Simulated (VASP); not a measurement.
SiC (rocksalt): one PBE relaxation of cell and atoms in two programs

Start cell

```
Si C
1.0
     0.00000    1.93830    1.93830
     1.93830    0.00000    1.93830
     1.93830    1.93830    0.00000
Si C
1 1
Direct
  0.00000 0.00000 0.00000
  0.50000 0.50000 0.50000
```

Datasets and cutoffs are each program's own. VASP's cell holds 8 valence electrons and Ansatz's 8.

Cutoffs: 600 eV in VASP, 420 eV in Ansatz. k meshes: 10×10×10 and 10×10×10.

```csv
,VASP,Ansatz
relaxed cell vector lengths,"2.871, 2.871, 2.871 Å","2.870, 2.870, 2.870 Å"
relaxed cell volume,16.74 Å³,16.71 Å³
```
